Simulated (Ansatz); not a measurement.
## InP: pressure against volume

InP, F-43m, a = 5.960 Å. Ansatz: PBE, PAW, 420 eV, Γ-centred 10×10×10 mesh on 2 atoms, Gaussian smearing 0.02 eV; no spin polarisation. Symmetry fixes shape and atoms, so the cell is only scaled; pressure is positive in compression.

| V (Å³/atom) | P (GPa) |
| --- | --- |
| 23.289 | ? |
| 24.083 | 6.96 |
| 24.877 | 4.23 |
| 25.671 | 1.92 |
| 26.465 | -0.02 |
| 27.258 | -1.66 |
| 28.052 | -3.03 |
| 29.111 | -4.50 |

Question: Take V0 = 26.465 Å³/atom, count pressures from its P0 = -0.02 GPa, fit the third-order Birch–Murnaghan form to the other rows, and predict the missing pressure.

Answer: With the Eulerian strain f = ½[(V0/V)^(2/3) − 1] and y = (P − P0)/[3f(1 + 2f)^(5/2)], the form is the line y = B0 + 1.5 B0 (B0′ − 4) f. Rows (f, y): 0.03245, 61.3; 0.02106, 60.7; 0.01026, 59.9; -0.00975, 58.9; -0.01904, 58.1; -0.03078, 56.9. Means f = 0.0007000, y = 59.300; Σ(Δf)² = 0.003004, ΣΔfΔy = 0.2012; the slope is their ratio. y = 59.25 + 66.97 f GPa, so B0 = 59.2 GPa and B0′ = 4 + 2 × (66.97)/(3 × 59.25) = 4.75. At V = 23.289, f = 0.04448, y = 62.23 and P = 10.26 GPa. The run gave 10.20 GPa, so the fit is 0.06 GPa too high, a small miss on the scale of the series.